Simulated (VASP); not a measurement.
Set up this calculation in VASP 6.6.1, as the native input.

* Task: single point
* Functional: PBE0(alpha)
* Potentials or basis: VASP PAW PBE potentials, release 64 (Mn_pv, O)
* Cutoff: 520 eV
* k mesh: 5 × 5 × 5
* Occupations: fermi-dirac, width 0.05 eV
* Spin: collinear spin, ferromagnetic start
* Starting moments: [4.0, 0.0] μB
* Share of exact exchange: 0.5
* Grid for exact exchange (PRECFOCK): Fast
* Exchange at q = 0: truncated
* Further INCAR settings: ALGO = Normal; EDIFF = 1e-06; NBANDS = 20

MnO:

```
Mn O
1.0
     0.00000    2.22200    2.22200
     2.22200    0.00000    2.22200
     2.22200    2.22200    0.00000
Mn O
1 1
Direct
  0.00000 0.00000 0.00000
  0.50000 0.50000 0.50000
```

The input as run:

POSCAR

```
MnO
1.0
    0.0000000000      2.2220003300      2.2220003300
    2.2220003300      0.0000000000      2.2220003300
    2.2220003300      2.2220003300      0.0000000000
Mn O
1 1
Direct
    0.0000000000      0.0000000000      0.0000000000
    0.5000000000      0.5000000000      0.5000000000
```

INCAR.step1

```
PREC = Accurate ; ENCUT = 520
EDIFF = 1E-5 ; ISMEAR = -1
SIGMA = 0.05 ; LREAL = False
LASPH = True ; NELM = 100
ALGO = Normal ; ISIF = 2
LWAVE = True ; LCHARG = False
ISPIN = 2 ; MAGMOM = 4 0
LORBIT = 11 ; LMAXMIX = 4
NBANDS = 20 ; GGA = PE
```

INCAR.step2

```
PREC = Accurate ; ENCUT = 520
EDIFF = 1E-6 ; ISMEAR = -1
SIGMA = 0.05 ; LREAL = False
LASPH = True ; NELM = 100
ALGO = Normal ; ISIF = 2
LWAVE = False ; LCHARG = False
ISPIN = 2 ; MAGMOM = 4 0
LORBIT = 11 ; LMAXMIX = 4
GGA = PE ; LHFCALC = True
AEXX = 0.5 ; PRECFOCK = Fast
HFRCUT = -1 ; NBANDS = 20
ISTART = 1
```

KPOINTS

```
Automatic mesh
0
Gamma
  5 5 5
```

Potentials or basis: VASP PAW PBE potentials, release 64 (Mn_pv, O).

The run is started by

```bash
$ cat potpaw_PBE.64/Mn_pv/POTCAR potpaw_PBE.64/O/POTCAR > POTCAR
$ cp INCAR.step1 INCAR
$ mpirun -np 1 vasp_std > vasp.out
$ cp INCAR.step2 INCAR
$ mpirun -np 1 vasp_std > vasp.out
```

Results of the run:

| Item | Value |
| --- | --- |
| Pressure | -1.3 GPa |
| Band gap on the k mesh | 5.05 eV, indirect (least direct gap 7.18 eV) |
| Net moment | 5.00 μB per cell |
| Site moments | Mn +4.64; O +0.17 μB |
| Valence electrons inside the program's atomic spheres | Mn 11.31; O 5.08 |

Caveat: the k mesh is coarse (spacing up to 0.49 Å⁻¹), so the values aren't converged, least of all with exact exchange; the PAW data sets were made with another functional, which shifts forces and pressure a little; an odd mesh through Γ misses points on the zone boundary, where band edges often lie; a cell with one magnetic atom can't hold antiferromagnetic order, which such compounds often take.

Run time: 5.9 min on 1 thread of Intel(R) Xeon(R) Platinum 8488C (Sapphire Rapids) (shared host), peak memory 0.15 GiB.
